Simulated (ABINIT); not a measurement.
# C (P-1) in ABINIT: reference runs

Aim: a first look at C with PBE, on the cell as given.

Everything below comes from runs of ABINIT 10.8.3 (patched build). Logs are shortened: lines on timing, memory, paths and dates and some standing lists are left out, and cuts for length are marked. The log counts tension as positive stress, the text compression.

## (1) The crystal as given

The typed cell holds 2 atoms: a = 2.522 Å, b = 2.522 Å, c = 2.522 Å, α = 60.00°, β = 60.00°, γ = 60.00°.

This isn't the form of C at room conditions, which is graphite.

## (2) Single point, PBE

run.abi

```
# Pseudopotentials
pp_dirpath "./"
pseudos "C.GGA_PBE-JTH.xml"

# Structure
structure "poscar:POSCAR"
natom 2
chkprim 0
chksymtnons 0
tolsym 1.0e-6

# Plane-wave basis
ecut 19.0
pawecutdg 38.0
pawxcdev 0
pawovlp -1

# k points
kptopt 1
ngkpt 13 13 13
nshiftk 1
shiftk 0.0 0.0 0.0

# Exchange and correlation
ixc 11

# Bands and occupations
nband 8
occopt 3
tsmear 0.00183747

# SCF cycle
nstep 100
tolvrs 1.0e-9

# Output
iomode 3
prtwf 0
prtden 0
prteig 0
prtebands 0
enunit 1
```

POSCAR

```
C
1.0
    0.0000000000      1.7834000000      1.7834000000
    1.7834000000      0.0000000000      1.7834000000
    1.7834000000      1.7834000000      0.0000000000
C
2
Direct
    0.4924823900      0.3883829500      0.4666611300  C
    0.7575176100      0.8616170500      0.7833388700  C
```

Potentials or basis: JTH PAW PBE v2.0.

Started as:

```console
$ abinit run.abi > log 2>&1
```

run.abo:

```text
.Version 10.8.3 of ABINIT
 Symmetries : space group P-1 (#  2); Bravais aP (primitive triclinic)
================================================================================
 Values of the parameters that define the memory need of the present run
     intxc =       0    ionmov =       0      iscf =      17    lmnmax =       8
     lnmax =       4     mgfft =      20  mpssoang =       2    mqgrid =    3001
     natom =       2  nloc_mem =       2    nspden =       1   nspinor =       1
    nsppol =       1      nsym =       2    n1xccc =       1    ntypat =       1
    occopt =       3   xclevel =       2
       mpw =         314          nfft =        8000          nkpt =        1099
 PAW method is used; the additional fine FFT grid is defined by:
   mgfftf=        30    nfftf =     27000
================================================================================
================================================================================

--------------------------------------------------------------------------------
------------- Echo of variables that govern the present computation ------------
--------------------------------------------------------------------------------
 -outvars: echo values of preprocessed input variables --------
            acell      1.0000000000E+00  1.0000000000E+00  1.0000000000E+00 Bohr
              amu      1.20110000E+01
          chkprim           0
      chksymtnons           0
             ecut      1.90000000E+01 Hartree
           enunit           1
                       outvar_i_n : Printing only first  50 k-points.
              ixc          11
                       outvar_i_n : Printing only first  50 k-points.
         kptrlatt       13    0    0      0   13    0      0    0   13
          kptrlen      6.19592254E+01
            natom           2
            nband           8
            ngfft          20      20      20
          ngfftdg          30      30      30
             nkpt        1099
            nstep         100
             nsym           2
           ntypat           1
                       prtocc : prtvol=0, do not print more k-points.
           occopt           3
        pawecutdg      3.80000000E+01 Hartree
          pawovlp     -1.0000000000E+00
         pawxcdev           0
           prtden           0
        prtebands           0
           prteig           0
            prtwf           0
            rprim      0.0000000000E+00  3.3701375729E+00  3.3701375729E+00
                       3.3701375729E+00  0.0000000000E+00  3.3701375729E+00
                       3.3701375729E+00  3.3701375729E+00  0.0000000000E+00
          spgroup           2
           tolsym      1.00000000E-06
           tolvrs      1.00000000E-09
           tsmear      1.83747000E-03 Hartree
            typat      1  1
           useylm           1
                       outvars : Printing only first  50 k-points.
           xangst      1.5248856123E+00  1.7105365536E+00  1.5709352474E+00
                       2.9336143877E+00  2.7479634464E+00  2.8875647526E+00
            xcart      2.8816161805E+00  3.2324456146E+00  2.9686373790E+00
                       5.5437277518E+00  5.1928983178E+00  5.4567065533E+00
             xred      4.9248239000E-01  3.8838295000E-01  4.6666113000E-01
                       7.5751761000E-01  8.6161705000E-01  7.8333887000E-01
            znucl        6.00000

================================================================================

 chkinp: Checking input parameters for consistency.

================================================================================
== DATASET  1 ==================================================================

--- !DatasetInfo
iteration_state: {dtset: 1, }
dimensions: {natom: 2, nkpt: 1099, mband: 8, nsppol: 1, nspinor: 1, nspden: 1, mpw: 314, }
cutoff_energies: {ecut:  19.0, pawecutdg:  38.0, }
electrons: {nelect:   8.00000000E+00, charge:   0.00000000E+00, occopt:   3.00000000E+00, tsmear:   1.83747000E-03, }
meta: {optdriver: 0, ionmov: 0, optcell: 0, iscf: 17, paral_kgb: 0, }
...

 Exchange-correlation functional for the present dataset will be:
  GGA: Perdew-Burke-Ernzerhof functional - ixc=11
  J.P.Perdew, K.Burke, M.Ernzerhof, PRL 77, 3865 (1996)

 Real(R)+Recip(G) space primitive vectors, cartesian coordinates (Bohr,Bohr^-1):
 R(1)=  0.0000000  3.3701376  3.3701376  G(1)= -0.1483619  0.1483619  0.1483619
 R(2)=  3.3701376  0.0000000  3.3701376  G(2)=  0.1483619 -0.1483619  0.1483619
 R(3)=  3.3701376  3.3701376  0.0000000  G(3)=  0.1483619  0.1483619 -0.1483619
 Unit cell volume ucvol=  7.6554881E+01 bohr^3
 Angles (23,13,12)=  6.00000000E+01  6.00000000E+01  6.00000000E+01 degrees

 Coarse grid specifications (used for wave-functions):

 getcut: wavevector=  0.0000  0.0000  0.0000  ngfft=  20  20  20
         ecut(hartree)=     19.000   => boxcut(ratio)=   2.13858

 Fine grid specifications (used for densities):

 getcut: wavevector=  0.0000  0.0000  0.0000  ngfft=  30  30  30
         ecut(hartree)=     38.000   => boxcut(ratio)=   2.27083

 getcut : COMMENT -
  Note that boxcut > 2.2 ; recall that boxcut=Gcut(box)/Gcut(sphere) = 2
  is sufficient for exact treatment of convolution.
  Such a large boxcut is a waste : you could raise ecut
  e.g. ecut=   48.988150 Hartrees makes boxcut=2

--- Pseudopotential description ------------------------------------------------
- pspini: atom type   1  psp file is ./C.GGA_PBE-JTH.xml
 Pseudopotential format is: paw10
 basis_size (lnmax)=  4 (lmn_size=  8), orbitals=   0   0   1   1
 Spheres core radius: rc_sph= 1.50736703
 Shapefunction is SIN type: shapef(r)=[sin(pi*r/rshp)/(pi*r/rshp)]**2
 Radius for shape functions =  1.30052589
 Compensation charge density is not taken into account in XC energy/potential

   6.99883411E+01                                ecore*ucvol(ha*bohr**3)
--------------------------------------------------------------------------------

================================================================================

--- !BeginCycle
iteration_state: {dtset: 1, }
solver: {iscf: 17, nstep: 100, nline: 4, wfoptalg: 10, }
tolerances: {tolvrs: 1.00E-09, }
...

     iter   Etot(hartree)      deltaE(h)  residm     nres2
 ETOT  1  -11.349861694584    -1.135E+01 5.104E-01 1.954E+01
 ETOT  2  -11.343815110045     6.047E-03 3.531E-02 1.534E+00
 ETOT  3  -11.341048117494     2.767E-03 5.480E-03 2.510E-02
 ETOT  4  -11.341117563638    -6.945E-05 2.221E-03 1.931E-03
 ETOT  5  -11.341120716425    -3.153E-06 1.459E-03 2.627E-04
 ETOT  6  -11.341120765424    -4.900E-08 3.294E-04 1.052E-05
 ETOT  7  -11.341120783097    -1.767E-08 5.452E-04 2.276E-07
 ETOT  8  -11.341120783540    -4.428E-10 2.873E-04 1.981E-08
 ETOT  9  -11.341120783511     2.888E-11 5.928E-04 9.848E-10

 At SCF step    9       nres2   =  9.85E-10 < tolvrs=  1.00E-09 =>converged.

 Cartesian components of stress tensor (hartree/bohr^3)
  sigma(1 1)= -2.10706609E-03  sigma(3 2)= -7.34386382E-04
  sigma(2 2)= -4.63265985E-03  sigma(3 1)= -2.43760020E-03
  sigma(3 3)= -2.29250126E-03  sigma(2 1)= -8.81073561E-04

--- !ResultsGS
iteration_state: {dtset: 1, }
comment   : Summary of ground state results
lattice_vectors:
- [  0.0000000,   3.3701376,   3.3701376, ]
- [  3.3701376,   0.0000000,   3.3701376, ]
- [  3.3701376,   3.3701376,   0.0000000, ]
lattice_lengths: [   4.76609,    4.76609,    4.76609, ]
lattice_angles: [ 60.000,  60.000,  60.000, ] # degrees, (23, 13, 12)
lattice_volume:   7.6554881E+01
convergence: {deltae:  2.888E-11, res2:  9.848E-10, residm:  5.928E-04, diffor: null, }
etotal    :  -1.13411208E+01
entropy   :   0.00000000E+00
fermie    :   3.98141727E-01
cartesian_stress_tensor: # hartree/bohr^3
- [ -2.10706609E-03,  -8.81073561E-04,  -2.43760020E-03, ]
- [ -8.81073561E-04,  -4.63265985E-03,  -7.34386382E-04, ]
- [ -2.43760020E-03,  -7.34386382E-04,  -2.29250126E-03, ]
pressure_GPa:   8.8579E+01
xred      :
- [  4.9248E-01,   3.8838E-01,   4.6666E-01,  C]
- [  7.5752E-01,   8.6162E-01,   7.8334E-01,  C]
cartesian_forces: # hartree/bohr
- [  1.49899846E-01,  -2.32688770E-01,   1.32219749E-01, ]
- [ -1.49899846E-01,   2.32688770E-01,  -1.32219749E-01, ]
force_length_stats: {min:   3.06750859E-01, max:   3.06750859E-01, mean:   3.06750859E-01, }
...

 Integrated electronic density in atomic spheres:
 ------------------------------------------------
 Atom  Sphere_radius  Integrated_density
    1        1.50737          2.82650135
    2        1.50737          2.83138870

================================================================================

 ----iterations are completed or convergence reached----

 Mean square residual over all n,k,spin=   11.694E-08; max=  59.278E-05
 reduced coordinates (array xred) for    2 atoms
       0.492482390000      0.388382950000      0.466661130000
       0.757517610000      0.861617050000      0.783338870000
 rms dE/dt=  6.0456E-01; max dE/dt=  9.5078E-01; dE/dt below (all hartree)
    1       0.338594423558     -0.950781846568      0.279010062116
    2      -0.338594423558      0.950781846568     -0.279010062116

 cartesian coordinates (angstrom) at end:
    1      1.52488561227200     1.71053655356800     1.57093524735600
    2      2.93361438772800     2.74796344643200     2.88756475264400

 cartesian forces (hartree/bohr) at end:
    1      0.14989984624395    -0.23268876986417     0.13221974857652
    2     -0.14989984624395     0.23268876986417    -0.13221974857652
 frms,max,avg= 1.7710269E-01 2.3268877E-01   0.000E+00  0.000E+00  0.000E+00 h/b

 cartesian forces (eV/Angstrom) at end:
    1      7.70816001347461   -11.96533763305304     6.79901283761569
    2     -7.70816001347461    11.96533763305304    -6.79901283761569
 frms,max,avg= 9.1069865E+00 1.1965338E+01   0.000E+00  0.000E+00  0.000E+00 e/A
 length scales=  1.000000000000  1.000000000000  1.000000000000 bohr
              =  0.529177210544  0.529177210544  0.529177210544 angstroms
 Fermi (or HOMO) energy (eV) =  10.83399   Average Vxc (eV)= -13.38691
 Eigenvalues (   eV  ) for nkpt=1099  k points:
 kpt#   1, nband=  8, wtk=  0.00046, kpt=  0.0000  0.0000  0.0000 (reduced coord)
 -11.49512    4.23584   10.42160   11.47016   13.75198   18.59419   20.37446   25.41243
 prteigrs : prtvol=0 or 1, do not print more k-points.

--- !EnergyTerms
iteration_state     : {dtset: 1, }
comment             : Components of total free energy in Hartree
kinetic             :  7.11324222638993E+00
hartree             :  1.07097223438552E+00
xc                  : -4.36666372741982E+00
Ewald energy        : -1.24846434082131E+01
psp_core            :  9.14224415185389E-01
local_psp           : -5.18396506670862E+00
PAW spherical_terms :  1.59577979124842E+00
internal            : -1.13410535351322E+01
'-kT*entropy'       : -6.75474873240129E-05
total_energy        : -1.13411210826196E+01
total_energy_eV     : -3.08607626241599E+02
...

--- !EnergyTermsDC
iteration_state     : {dtset: 1, }
comment             : '"Double-counting" decomposition of free energy'
band_energy         :  3.08755003997235E-01
Ewald energy        : -1.24846434082131E+01
psp_core            :  9.14224415185389E-01
xc_dc               : -9.00113468910448E-01
PAW spherical_terms :  8.20724221917198E-01
internal            : -1.13410532360237E+01
'-kT*entropy'       : -6.75474873240129E-05
total_energy_dc     : -1.13411207835110E+01
total_energy_dc_eV  : -3.08607618102441E+02
...

--- !EnergyTermsWithPAWCore
iteration_state     : {dtset: 1, }
comment             : 'Components of total free energy, including PAW core contributions'
Total energy        : -7.60549553931804E+01
Total energy DC     : -7.60549550940718E+01
Total energy (eV)   : -2.06956076712469E+03
Total energy DC (eV): -2.06956075898553E+03
...

 Cartesian components of stress tensor (hartree/bohr^3)
  sigma(1 1)= -2.10706609E-03  sigma(3 2)= -7.34386382E-04
  sigma(2 2)= -4.63265985E-03  sigma(3 1)= -2.43760020E-03
  sigma(3 3)= -2.29250126E-03  sigma(2 1)= -8.81073561E-04

-Cartesian components of stress tensor (GPa)         [Pressure=  8.8579E+01 GPa]
- sigma(1 1)= -6.19920247E+01  sigma(3 2)= -2.16063933E+01
- sigma(2 2)= -1.36297558E+02  sigma(3 1)= -7.17166740E+01
- sigma(3 3)= -6.74477156E+01  sigma(2 1)= -2.59220791E+01

== END DATASET(S) ==============================================================
================================================================================

 -outvars: echo values of variables after computation  --------
            acell      1.0000000000E+00  1.0000000000E+00  1.0000000000E+00 Bohr
           etotal     -1.1341120784E+01
            fcart      1.4989984624E-01 -2.3268876986E-01  1.3221974858E-01
                      -1.4989984624E-01  2.3268876986E-01 -1.3221974858E-01
            rprim      0.0000000000E+00  3.3701375729E+00  3.3701375729E+00
                       3.3701375729E+00  0.0000000000E+00  3.3701375729E+00
                       3.3701375729E+00  3.3701375729E+00  0.0000000000E+00
           strten     -2.1070660927E-03 -4.6326598508E-03 -2.2925012552E-03
                      -7.3438638157E-04 -2.4376002025E-03 -8.8107356120E-04
           xangst      1.5248856123E+00  1.7105365536E+00  1.5709352474E+00
                       2.9336143877E+00  2.7479634464E+00  2.8875647526E+00
             xred      4.9248239000E-01  3.8838295000E-01  4.6666113000E-01
                       7.5751761000E-01  8.6161705000E-01  7.8333887000E-01
 Calculation completed.
```

Run time: 55 s. Hardware: 1 thread of Arm Neoverse V1, shared host; peak memory 0.16 GiB.

What came out:

- Free energy: -308.6076 eV
- Pressure: 88.6 GPa
- Largest force: 15.774 eV/Å
- Band gap on the k mesh: none (metal or under the smearing width)

Forces on the atoms (eV/Å):
```
C     7.708 -11.965   6.799
C    -7.708  11.965  -6.799
```

Levels at points of the mesh, in eV from the Fermi level:
```
           k point  band 1  band 2  band 3  band 4  band 5  band 6  band 7  band 8
(0.00, 0.00, 0.00)  -22.33   -6.60   -0.41    0.64    2.92    7.76    9.54   14.58
```

Caveat: the atomic spheres overlap; a pressure of tens of GPa on the cell as given is suspect, and the run, the potentials or the cell itself is likely at fault; forces of over 1 eV/Å show positions far from the minimum, so gaps and moduli don't describe the material at rest.
